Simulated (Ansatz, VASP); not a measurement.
Al2O3: VASP beside Ansatz

```
Al O
1.0
     3.01748    0.00000    0.00000
    -1.50874    2.61322    0.00000
     0.00000    0.00000    7.57464
Al O
2 3
Direct
  0.00098 0.99982 0.71707
  0.00858 0.00974 0.28346
  0.00013 0.99387 0.50134
  0.68815 0.33219 0.80150
  0.32909 0.66704 0.19627
```

Change from the starting cell: atoms moved at random, drawn with an rms of 0.05 Å.

Alike in both runs: task single point; functional PBE; k mesh 10 × 10 × 4; occupations fermi-dirac, width 0.05 eV; no spin polarisation.

```csv
,VASP,Ansatz
version,VASP 6.6.1,Ansatz 0.2.0
potentials or method,"VASP PAW PBE potentials, release 64 (Al, O)",Ansatz PAW
plane-wave cutoff (eV),520,420
valence electrons in the cell,24,24
```

|  | VASP | Ansatz | Ansatz less VASP |
| --- | --- | --- | --- |
| gap on the k mesh at the Fermi level (eV) | 2.97 | 2.99 | +0.018 |
| least direct gap on the mesh (eV) | 2.97 | 2.99 | +0.018 |
| pressure (GPa) | 1.4 | 1.4 | -0.03 |
| largest component of the traceless stress (GPa) | 8.23 | 7.98 | -0.247 |
| rms of the force components (eV/Å) | 0.870 | 0.849 | -0.0210 |

Atom by atom the forces differ by 0.022 eV/Å (rms over components).

Caveats: the pressure holds a Pulay correction of +0.6 GPa for the finite cutoff (Ansatz). A k mesh can miss the band edges.
